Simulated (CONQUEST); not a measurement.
**Sr under changes of volume**

One of the cells (57.751 Å³/atom); the others are scaled copies at fixed shape and fractional positions:

```
Sr
1.0
     4.87000    0.00000    0.00000
     0.00000    4.87000    0.00000
     0.00000    0.00000    4.87000
Sr
2
Direct
  0.00000 0.00000 0.00000
  0.50000 0.50000 0.50000
```

This isn't the form of Sr at room conditions, which is fcc.

```yaml
Program: CONQUEST 1.3
Functional: PBE
Potentials_or_basis: PseudoDojo NC PBE, DZP, grid of 48 × 48 × 48 points
k_mesh: 6 × 6 × 6
Occupations: fermi-dirac, width 0.05 eV
Spin: no spin polarisation
```

```csv
volume (Å³/atom),energy over the lowest point (meV/atom),pressure (GPa)
54.286,0.00,0.1
55.441,1.34,-0.3
56.596,?,?
57.751,8.91,-0.7
58.906,14.93,-0.9
60.061,22.21,-0.9
61.216,29.66,-1.1
```

What does the run at 56.596 Å³/atom give?

Energy over the lowest point 4.72 meV/atom; pressure -0.4 GPa.

Worked out: A Birch-Murnaghan fit of order 3 (a polynomial in V^(-2/3)) to the other rows has its minimum at 54.26 Å³/atom, just outside them, with B0 = V·E''(V) = 15.6 GPa (rough, since the energies scatter). It gives 4.33 meV/atom at 56.596 Å³/atom, against the run's 4.72, and -dE/dV = -0.5 GPa, against -0.4.

Energies are extrapolated to zero smearing.

Caveats: the cell was measured hot, at 901 K; the basis of atomic orbitals isn't converged, which shifts pressures, moduli and gaps.
